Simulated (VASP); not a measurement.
The system is ZnO.

```
Zn O
1.0
     3.24931    0.00000    0.00000
    -1.62465    2.81398    0.00000
     0.00000    0.00000    5.20571
Zn O
2 2
Direct
  0.33333 0.66667 0.50000
  0.66667 0.33333 0.00000
  0.66667 0.33333 0.37901
  0.33333 0.66667 0.87901
```

```yaml
Program: VASP 6.6.1
Task: relaxation of cell and atoms
Functional: PBE
Potentials_or_basis: VASP PAW PBE potentials, release 64 (Zn, O)
Cutoff: 520 eV
k_mesh: 12 × 12 × 6
Occupations: gaussian, width 0.02 eV
Spin: no spin polarisation
```

At the start: pressure 5.9 GPa; volume 11.90 Å³/atom.

Task: Where does the relaxation end?

Result: Over 14 steps the energy falls by 9.4 meV/atom and the volume is 12.41 Å³/atom (+4.3 %); space group P6_3mc (No. 186, to 0.05 Å).

The path:
| step | energy change (eV) | largest force (eV/Å) | pressure (GPa) | volume (Å³) |
| --- | --- | --- | --- | --- |
| 1 | 0.0000 | 0.0740 | 5.92 | 47.60 |
| 2 | -0.0285 | 0.0277 | -2.67 | 50.69 |
| 3 | -0.0376 | 0.0017 | -0.01 | 49.64 |
| 4 | -0.0375 | 0.0029 | -0.18 | 49.68 |
| 5 | -0.0376 | 0.0100 | 0.11 | 49.58 |
| 6 | -0.0376 | 0.0084 | 0.06 | 49.60 |
| 7 | -0.0376 | 0.0093 | 0.00 | 49.62 |
| 8 | -0.0377 | 0.0103 | -0.02 | 49.63 |
| 9 | -0.0377 | 0.0122 | -0.04 | 49.64 |
| 10 | -0.0377 | 0.0116 | 0.00 | 49.64 |
| 11 | -0.0377 | 0.0012 | -0.06 | 49.65 |
| 12 | -0.0377 | 0.0011 | -0.05 | 49.65 |
| 13 | -0.0377 | 0.0015 | 0.03 | 49.62 |
| 14 | -0.0377 | 0.0006 | -0.01 | 49.63 |

Final structure:
```
Zn O
1.0
     3.28680    0.00000    0.00000
    -1.64340    2.84645    0.00000
     0.00000    0.00000    5.30436
Zn O
2 2
Cartesian
  0.0000 1.8976 2.6520
  1.6434 0.9488 5.3042
  1.6434 0.9488 2.0106
  0.0000 1.8976 4.6628
```
